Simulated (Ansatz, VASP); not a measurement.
## Two plane-wave programs on Ni

The input INCAR:

```
PREC = Accurate ; ENCUT = 520
EDIFF = 1E-6 ; ISMEAR = 0
SIGMA = 0.15 ; LREAL = F
LASPH = T ; NELM = 150
ALGO = Normal ; ISIF = 2
LWAVE = F ; LCHARG = T
ISPIN = 2 ; MAGMOM = 0.75
LORBIT = 11 ; LMAXMIX = 4
GGA = PE ; LELF = T
LVHAR = T ; NBANDS = 15
```

KPOINTS

```
regular mesh
0
Gamma
  22 22 22
```

File POSCAR:

```
Ni
1.0
    0.0000000000      1.6710944787      1.9349515017
    1.6710944787      0.0000000000      1.9349515017
    1.6710944787      1.6710944787      0.0000000000
Ni
1
Direct
    0.0000000000      0.0000000000      0.0000000000
```

Input for Ansatz:

```yaml
crystal:
  lattice:
    - [0.0, 1.6710944787, 1.9349515017]
    - [1.6710944787, 0.0, 1.9349515017]
    - [1.6710944787, 1.6710944787, 0.0]
  atoms:
    - { symbol: Ni, position: [0.0, 0.0, 0.0], spin: 0.75 }
basis:
  ecutwfc: 520.0
kpoints:
  mp_grid: { grid: [22, 22, 22] }
hamiltonian:
  xc: pbe
scf:
  occupations: { method: gaussian, width: 0.15 }
output:
  forces: true
  stress: true
  eigenvalues: true
  populations: true
magnetization:
  spin_polarized: true
```

Change from the starting cell: strain +e along x and -e along y +0.0000, strain +e along z and -e/2 along x and y +0.1000.

Alike in both runs: task single point; functional PBE; k mesh 22 × 22 × 22; occupations gaussian, width 0.15 eV; collinear spin.

```csv
,VASP,Ansatz
version,VASP 6.6.1,Ansatz 0.2.0
potentials or method,"VASP PAW PBE potentials, release 64 (Ni)","scalar-relativistic, plane waves, PAW"
plane-wave cutoff (eV),520,520
valence electrons in the cell,10,18
```

```csv
,VASP,Ansatz,Ansatz less VASP
gap on the k mesh at the Fermi level (eV),none,none,-
pressure (GPa),3.4,3.6,+0.19
largest component of the traceless stress (GPa),15.28,15.74,+0.456
net moment per atom (μB),0.60,0.61,+0.013
size of the moment on the site where the two differ most (μB),0.61,0.65,+0.041
```

Site moments also hang on the region over which each program counts them. A gap of «none» marks a metal or a gap that the smearing closes. The two sets of potentials don't hold the same shells in valence.
